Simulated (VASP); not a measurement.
# Sb2Pt (Geversite): relaxation of cell and atoms with PBE

The system is Sb2Pt (Geversite).

```
CELL_PARAMETERS angstrom
6.54377 0.00000 0.00000
0.00000 6.54377 0.00000
0.00000 0.00000 6.54377
ATOMIC_POSITIONS crystal
Sb 0.37502 0.37502 0.37502
Sb 0.12498 0.62498 0.87502
Sb 0.87502 0.12498 0.62498
Sb 0.62498 0.87502 0.12498
Sb 0.62498 0.62498 0.62498
Sb 0.87502 0.37502 0.12498
Sb 0.12498 0.87502 0.37502
Sb 0.37502 0.12498 0.87502
Pt 0.00000 0.00000 0.00000
Pt 0.50000 0.00000 0.50000
Pt 0.50000 0.50000 0.00000
Pt 0.00000 0.50000 0.50000
```

| Property | Result |
| --- | --- |
| Program | VASP 6.6.1 |
| Task | relaxation of cell and atoms |
| Functional | PBE |
| Potentials or basis | VASP PAW PBE potentials, release 64 (Sb, Pt) |
| Cutoff | 300 eV |
| k mesh | 3 × 3 × 3 |
| Occupations | methfessel-paxton, width 0.1 eV |
| Spin | no spin polarisation |
| Further INCAR settings | ALGO = Normal; EDIFF = 1e-07; IBRION = 2; EDIFFG = -0.005; NSW = 90; ISIF = 3 |

The relaxed volume is 23.36 Å³/atom and the relaxed cell is a = 6.545 Å, b = 6.545 Å, c = 6.545 Å, α = 90.00°, β = 90.00°, γ = 90.00°. The space group after relaxing (to 0.05 Å) is Pa-3 (No. 205). The energy gained by relaxing is 0.0 meV/atom. The ionic steps are 2. The pressure after relaxing is 0.0 GPa and the band gap on the k mesh is none (metal or under the smearing width).

Final structure:
```
Sb Pt
1.0
     6.54458    0.00000    0.00000
     0.00000    6.54458    0.00000
     0.00000    0.00000    6.54458
Sb Pt
8 4
Direct
  0.37499 0.37499 0.37499
  0.12501 0.62501 0.87499
  0.87499 0.12501 0.62501
  0.62501 0.87499 0.12501
  0.62501 0.62501 0.62501
  0.87499 0.37499 0.12501
  0.12501 0.87499 0.37499
  0.37499 0.12501 0.87499
  0.00000 0.00000 0.00000
  0.50000 0.00000 0.50000
  0.50000 0.50000 0.00000
  0.00000 0.50000 0.50000
```

Levels at points of the mesh, in eV from the Fermi level:
| k point | band 36 | band 37 | band 38 | band 39 | band 40 | band 41 | band 42 | band 43 | band 44 | band 45 |
| --- | --- | --- | --- | --- | --- | --- | --- | --- | --- | --- |
| (0.00, 0.00, 0.00) | -2.33 | -1.79 | -0.54 | -0.54 | -0.54 | -0.10 | -0.10 | -0.10 | 0.93 | 3.08 |

Run time: 18 s on 4 MPI ranks on Intel(R) Xeon(R) Platinum 8488C (Sapphire Rapids), with other jobs on the host, peak memory 0.14 GiB a rank.

The run has no spin-orbit coupling, so splittings on Pt, Sb are missing.
